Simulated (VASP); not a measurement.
# As (Pm-3m) in VASP: a series of runs

The runs below take As through single point, with PBEsol, MS2.

All numbers are computed with VASP 6.6.1; they aren't measurements. Logs are shortened: lines on timing, memory, paths and dates and some standing lists are left out, and cuts for length are marked.

**1. The structure**

Symmetry: Pm-3m, No. 221, cubic system. The conventional cell has a = 2.704 Å, b = 2.704 Å, c = 2.704 Å, α = 90.00°, β = 90.00°, γ = 90.00°. As (site symmetry m-3m) is surrounded by 6 As at 2.70 Å.

This isn't the form of As at room conditions, which is rhombohedral.

**2. Single point, PBEsol**

The input, run.py:

```python
from ase.calculators.vasp import Vasp
from ase.dft.bandgap import bandgap
from ase.io import read

atoms = read('As.xyz')
calc = Vasp(
    directory='calc',
    xc='pbesol',
    pp='PBE',
    setups='recommended',
    prec='Accurate',
    encut=520,
    ediff=1e-06,
    ismear=0,
    sigma=0.02,
    lreal=False,
    lasph=True,
    nelm=60,
    algo='Normal',
    isif=2,
    lwave=False,
    lcharg=False,
    kpts=[10, 10, 10],
    gamma=True,
    nbands=8,
)
atoms.calc = calc

print('energy (eV):', atoms.get_potential_energy())
print('free energy (eV):', atoms.get_potential_energy(force_consistent=True))
print('forces (eV/A):')
print(atoms.get_forces())
print('stress (eV/A^3, Voigt):', atoms.get_stress())
print('Fermi level (eV):', calc.get_fermi_level())
gap, top, bottom = bandgap(calc)
print('band gap (eV):', gap, 'from (spin, k, band)', top, 'to', bottom)
```

The input, As.xyz:

```xyz
1
Lattice="2.7036817444 0.0000000000 0.0000000000 0.0000000000 2.7036817444 0.0000000000 0.0000000000 0.0000000000 2.7036817444" Properties=species:S:1:pos:R:3 pbc="T T T"
As     1.3518408722      1.3518408722      1.3518408722
```

Potentials or basis: VASP PAW PBE potentials, release 64 (As).

Run with:

```bash
> python run.py
```

The program printed:

```text
energy (eV): -5.04583205
free energy (eV): -5.04587186
forces (eV/A):
[[0. 0. 0.]]
stress (eV/A^3, Voigt): [0.00736688 0.00736688 0.00736688 0.         0.         0.        ]
Fermi level (eV): 5.76053415
band gap (eV): 0.0 from (spin, k, band) (None, None, None) to (None, None, None)
```

OUTCAR:

```text
ENCUT = 520.000000
   EDIFF = 1.00e-06
   GGA = PS
   PREC = Accurate
   ISIF = 2
   ISMEAR = 0
   NELM = 60
   LASPH = .TRUE.
   LREAL = .FALSE.

 ion  position               nearest neighbor table
   1  0.500  0.500  0.500-

  LATTYP: Found a simple cubic cell.
 ALAT       =     2.7036817444

  Lattice vectors:

 A1 = (   2.7036817444,   0.0000000000,   0.0000000000)
 A2 = (   0.0000000000,   2.7036817444,   0.0000000000)
 A3 = (   0.0000000000,   0.0000000000,   2.7036817444)

Analysis of symmetry for initial positions (statically):
=====================================================================
 Subroutine PRICEL returns:
 Original cell was already a primitive cell.

 Routine SETGRP: Setting up the symmetry group for a
 simple cubic supercell.

 Subroutine GETGRP returns: Found 48 space group operations
 (whereof 48 operations were pure point group operations)
 out of a pool of 48 trial point group operations.

The static configuration has the point symmetry O_h .

Analysis of symmetry for dynamics (positions and initial velocities):
=====================================================================
 Subroutine PRICEL returns:
 Original cell was already a primitive cell.

 Routine SETGRP: Setting up the symmetry group for a
 simple cubic supercell.

 Subroutine GETGRP returns: Found 48 space group operations
 (whereof 48 operations were pure point group operations)
 out of a pool of 48 trial point group operations.

The dynamic configuration has the point symmetry O_h .

 Subroutine INISYM returns: Found 48 space group operations
 (whereof 48 operations are pure point group operations),
 and found     1 'primitive' translations

----------------------------------------------------------------------------------------

                                     Primitive cell

  volume of cell :      19.7636

  direct lattice vectors                    reciprocal lattice vectors
     2.703681744  0.000000000  0.000000000     0.369866018  0.000000000  0.000000000
     0.000000000  2.703681744  0.000000000     0.000000000  0.369866018  0.000000000
     0.000000000  0.000000000  2.703681744     0.000000000  0.000000000  0.369866018

  length of vectors
     2.703681744  2.703681744  2.703681744     0.369866018  0.369866018  0.369866018

  position of ions in fractional coordinates (direct lattice)
     0.500000000  0.500000000  0.500000000

  ion indices of the primitive-cell ions
   primitive index   ion index
                 1           1

----------------------------------------------------------------------------------------

 KPOINTS: KPOINTS created by Atomic Simulation Env

Automatic generation of k-mesh.
 Grid dimensions read from file:
 generate k-points for:   10   10   10

 Generating k-lattice:

  Cartesian coordinates                     Fractional coordinates (reciprocal lattice)
     0.036986602  0.000000000  0.000000000     0.100000000  0.000000000  0.000000000
     0.000000000  0.036986602  0.000000000     0.000000000  0.100000000  0.000000000
     0.000000000  0.000000000  0.036986602     0.000000000  0.000000000  0.100000000

  Length of vectors
     0.036986602  0.036986602  0.036986602

  Shift w.r.t. Gamma in fractional coordinates (k-lattice)
     0.000000000  0.000000000  0.000000000

 Subroutine IBZKPT returns following result:
 ===========================================

 Found     56 irreducible k-points:

 Following reciprocal coordinates:
            Coordinates               Weight
  0.000000  0.000000  0.000000      1.000000
  0.100000  0.000000  0.000000      6.000000
  0.200000  0.000000  0.000000      6.000000
  0.300000  0.000000  0.000000      6.000000
  0.400000  0.000000  0.000000      6.000000
  0.500000  0.000000  0.000000      3.000000
[... 16 lines left out ...]
  0.200000  0.100000  0.100000     24.000000
  0.300000  0.100000  0.100000     24.000000
 [... further k-points ...]
   k-points           NKPTS =     56   k-points in BZ     NKDIM =     56   number of bands    NBANDS=      8
   number of dos      NEDOS =    301   number of ions     NIONS =      1
   total plane-waves  NPLWV =   8000
   dimension x,y,z NGX =    20 NGY =   20 NGZ =   20
   dimension x,y,z NGXF=    40 NGYF=   40 NGZF=   40
   ions per type =               1
   NGX,Y,Z   is equivalent  to a cutoff of  12.30, 12.30, 12.30 a.u.
   NGXF,Y,Z  is equivalent  to a cutoff of  24.60, 24.60, 24.60 a.u.
 SYSTEM =  unknown system
   PREC   = accura    normal or accurate (medium, high low for compatibility)
   ISTART =      0    job   : 0-new  1-cont  2-samecut
   ICHARG =      2    charge: 1-file 2-atom 10-const
   ISPIN  =      1    spin polarized calculation?
   LNONCOLLINEAR =      F non collinear calculations
   LSORBIT =      F    spin-orbit coupling
   LASPH  =      T    aspherical Exc in radial PAW
   ENCUT  =  520.0 eV  38.22 Ry    6.18 a.u.   5.03  5.03  5.03*2*pi/ulx,y,z
   NELM   =     60;   NELMIN=  2; NELMDL= -5     # of ELM steps
   EDIFF  = 0.1E-05   stopping-criterion for ELM
   LREAL  =      F    real-space projection
   EDIFFG = 0.1E-04   stopping-criterion for IOM
   NSW    =      0    number of steps for IOM
   IBRION =     -1    ionic relax: 0-MD 1-quasi-New 2-CG
   NFREE  =      0    steps in history (QN), initial steepest desc. (CG)
   ISIF   =      2    stress and relaxation
   ISYM   =      2    0-nonsym 1-usesym 2-fastsym
   POTIM  = 0.5000    time-step for ionic-motion
   TEBEG  =    0.0;   TEEND  =   0.0 temperature during run
   PSTRESS=    0.0 pullay stress
   NELECT =       5.0000    total number of electrons
   NUPDOWN=      -1.0000    fix difference up-down
   EMIN   =  10.00;   EMAX   =-10.00  energy-range for DOS
   EFERMI =   0.00;   METHOD = LEGACY
   ISMEAR =     0;   SIGMA  =   0.02  broadening in eV -4-tet -1-fermi 0-gaus
   EFERMI_NEDOS =   21; number of points for ismear=-14 and -15
   IALGO  =     38    algorithm
   IMIX   =      4    mixing-type and parameters
     AMIX     =   0.40;   BMIX     =  1.00
     AMIX_MAG =   1.60;   BMIX_MAG =  1.00
  volume/ion in A,a.u.               =      19.76       133.37
  Fermi-wavevector in a.u.,A,eV,Ry     =   1.035403  1.956627 14.586243  1.072059
  Thomas-Fermi vector in A             =   2.169744
   LORBIT       =      0    0 simple, 1 ext, 2 COOP (PROOUT), +10 PAW based schemes
   GGA     = PS    functional components
   LHFCALC =     F    Hartree Fock is set to
   AEXX    =    0.0000 exact exchange contribution
   IVDW    =     0    specifies the selected vdW correction
   LEPSILON=     F    determine dielectric tensor
   LRPA    =     F    only Hartree local field effects (RPA)
 non-spin polarized calculation
 Gauss-broadening in eV      SIGMA  =   0.02
  energy-cutoff  :      520.00
  volume of cell :       19.76
 maximum number of plane-waves:       554
   NGX = 11   NGY = 11   NGZ = 11

 number of electron       5.0000001 magnetization

 Free energy of the ion-electron system (eV)
  ---------------------------------------------------
  ext. energy  EPLUGINS =         0.00000000
  ---------------------------------------------------
  free energy    TOTEN  =        -5.04587186 eV

  energy without entropy =       -5.04579225  energy(sigma->0) =       -5.04583205

 E-fermi :   5.7605     XC(G=0): -10.5542

 val. band max:        5.7418936060   @ k =   0.3000   0.3000   0.3000
 cond. band min:       5.7822308503   @ k =   0.2000   0.2000   0.0000
 fundamental gap:      0.0403372442
 Fermi energy:         5.7605341524

 k-point     1 :       0.0000    0.0000    0.0000
  band No.  band energies     occupation
      1      -9.1792      2.00000
      2       9.9597      0.00000
      3       9.9597      0.00000
      4       9.9597      0.00000
      5      14.3147      0.00000
      6      14.3147      0.00000
      7      16.2122      0.00000
      8      30.7573      0.00000

 k-point     2 :       0.1000    0.0000    0.0000
  band No.  band energies     occupation
      1      -8.9949      2.00000
      2       7.9064      0.00000
      3      10.1220      0.00000
      4      10.1220      0.00000
      5      14.4802      0.00000
      6      15.4920      0.00000
      7      17.5733      0.00000
      8      28.3817      0.00000
[... 221 lines left out ...]
 k-point    23 :       0.2000    0.1000    0.1000
  band No.  band energies     occupation
      1      -8.0833      2.00000
      2       5.1649      2.00000
      3       8.5572      0.00000
      4       8.9717      0.00000
      5      17.6650      0.00000
      6      18.2763      0.00000
      7      20.9814      0.00000
      8      23.0547      0.00000

 k-point    24 :       0.3000    0.1000    0.1000
  band No.  band energies     occupation
      1      -7.2265      2.00000
      2       2.3685      2.00000
      3       9.2615      0.00000
      4       9.7342      0.00000
      5      18.2542      0.00000
      6      18.3509      0.00000
      7      20.5067      0.00000
      8      21.2753      0.00000

 [... further k-points ...]
[... 5 lines left out ...]
  --------------------------------------------------------------------------------------
  -------------------------------------------------------------------------------------
  Total       -0.1455963     -0.1455963     -0.1455963     -0.0000000      0.0000000     -0.0000000
  in kB      -11.8030509    -11.8030509    -11.8030509     -0.0000000      0.0000000     -0.0000000
  external PRESSURE =     -11.8030509 kB  Pullay stress =       0.0000000 kB

 VOLUME and BASIS-vectors are now :
 -----------------------------------------------------------------------------
  energy-cutoff  :      520.00
  volume of cell :       19.76
      direct lattice vectors                 reciprocal lattice vectors
     2.703681744  0.000000000  0.000000000     0.369866018  0.000000000  0.000000000
     0.000000000  2.703681744  0.000000000     0.000000000  0.369866018  0.000000000
     0.000000000  0.000000000  2.703681744     0.000000000  0.000000000  0.369866018

 POSITION                                       TOTAL-FORCE (eV/Angst)
 -----------------------------------------------------------------------------------
      1.35184      1.35184      1.35184         0.000000      0.000000      0.000000
 -----------------------------------------------------------------------------------
    total drift:                                0.000000      0.000000      0.000000

  FREE ENERGIE OF THE ION-ELECTRON SYSTEM (eV)
  ---------------------------------------------------
  free  energy   TOTEN  =        -5.0458718559 eV

  energy  without entropy=       -5.0457922490  energy(sigma->0) =       -5.04583205
```

INCAR:

```text
ENCUT = 520.000000
SIGMA = 0.020000
EDIFF = 1.00e-06
ALGO = Normal
GGA = PS
PREC = Accurate
ISIF = 2
ISMEAR = 0
NBANDS = 8
NELM = 60
LASPH = .TRUE.
LCHARG = .FALSE.
LWAVE = .FALSE.
LREAL = .FALSE.
```

Wall time 8.2 s (1 thread of Intel Xeon Platinum 8488C (Sapphire Rapids), shared host); peak memory 0.12 GiB.

Results:

| Item | Value |
| --- | --- |
| Free energy | -5.0459 eV |
| Pressure | -1.2 GPa |
| Band gap on the k mesh | none (metal or under the smearing width) |

Caveat: the PAW data sets were made with another functional, which shifts forces and pressure a little.

**3. Single point, MS2 (volume scaled by 1.25)**

Edit run.py of step 2 so:

```diff
@@ -2,8 +2,15 @@
 from ase.dft.bandgap import bandgap
-from ase.io import read
+from ase.spacegroup import crystal
 
-atoms = read('As.xyz')
+atoms = crystal(
+    ['As'],
+    basis=[[0.5, 0.5, 0.5]],
+    spacegroup=221,
+    setting=1,
+    cellpar=[2.91245287, 2.91245287, 2.91245287, 90.0, 90.0, 90.0],
+    primitive_cell=True,
+)
 calc = Vasp(
     directory='calc',
-    xc='pbesol',
+    xc='ms2',
     pp='PBE',
@@ -14,3 +21,3 @@
     ismear=0,
-    sigma=0.02,
+    sigma=0.01,
     lreal=False,
@@ -22,2 +29,3 @@
     lcharg=False,
+    lmixtau=True,
     kpts=[10, 10, 10],
```

Potentials or basis: VASP PAW PBE potentials, release 64 (As).

Run with:

```bash
> python run.py
```

It took 32 s on 1 thread of Intel Xeon Platinum 8488C (Sapphire Rapids), shared host; peak memory 0.14 GiB.

Results (log left out):

```yaml
Free_energy: -5.3322 eV
Pressure: -13.6 GPa
Band_gap_on_the_k_mesh: none (metal or under the smearing width)
```

Levels at points of the mesh, in eV from the Fermi level:
| k point | band 1 | band 2 | band 3 | band 4 | band 5 | band 6 | band 7 |
| --- | --- | --- | --- | --- | --- | --- | --- |
| (0.00, 0.00, 0.00) | -13.25 | 3.45 | 3.45 | 3.45 | 8.37 | 8.37 | 8.71 |
| (0.50, 0.00, 0.00) | -10.96 | -5.34 | 5.08 | 5.08 | 10.62 | 12.41 | 12.83 |
| (0.50, 0.50, 0.00) | -8.66 | -3.24 | -3.24 | 3.33 | 6.58 | 14.30 | 16.10 |
| (0.50, 0.50, 0.50) | -6.27 | -1.37 | -1.37 | -1.37 | 6.26 | 6.26 | 6.26 |

Caveat: the PAW data sets were made with another functional, which shifts forces and pressure a little.

**4. For comparison**

An earlier run on the cell as given: functional PBE; potentials or basis VASP PAW PBE potentials, release 64 (As); cutoff 520 eV; k mesh 10 × 10 × 10; occupations fermi-dirac, width 0.05 eV; no spin polarisation.

* Pressure: 2.4 GPa
* Band gap on the k mesh: none (metal or under the smearing width)

**5. The runs side by side**

```csv
level,cell,smearing,gap on the mesh (eV),pressure (GPa)
PBEsol,as given,gaussian 0.02 eV,none,-1.2
MS2,volume scaled by 1.25,gaussian 0.01 eV,none,-13.6
PBE,as given,fermi-dirac 0.05 eV,none,2.4
```

Alike in all rows: task single point; potentials or basis VASP PAW PBE potentials, release 64 (As); no spin polarisation; k mesh 10 × 10 × 10; cutoff (eV) 520.

Caveats: the PAW data sets were made with another functional, which shifts forces and pressure a little (some runs).

Absolute energies hang on the potentials; compare differences alone.
